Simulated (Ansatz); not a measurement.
**Ir (simple cubic): energy against volume**

Theory: Ansatz, DFT, revPBE, plane waves (420 eV) with PAW, scalar-relativistic. The PAW files were generated under PBE, with cores re-solved for the functional.

The cell is scaled uniformly from the relaxed one, with fractional coordinates and shape fixed. Energies are extrapolated to zero smearing, pressures are those at the given smearing. Magnetic state: spin not included.

A Birch-Murnaghan fit gives V₀ = 17.14 Å³/atom, B₀ = 236 GPa, B₀′ = 5.0.

**Question.** What are the energy above the minimum and the pressure at 15.824 Å³/atom?

**Answer.** 88.2 meV/atom and 23.54 GPa as computed.

**Question.** What are the energy above the minimum and the pressure at 18.576 Å³/atom?

**Answer.** 75.1 meV/atom and -15.13 GPa as computed.

**Question.** What are the energy above the minimum and the pressure at 19.264 Å³/atom?

**Answer.** 152.8 meV/atom and -20.13 GPa as computed.
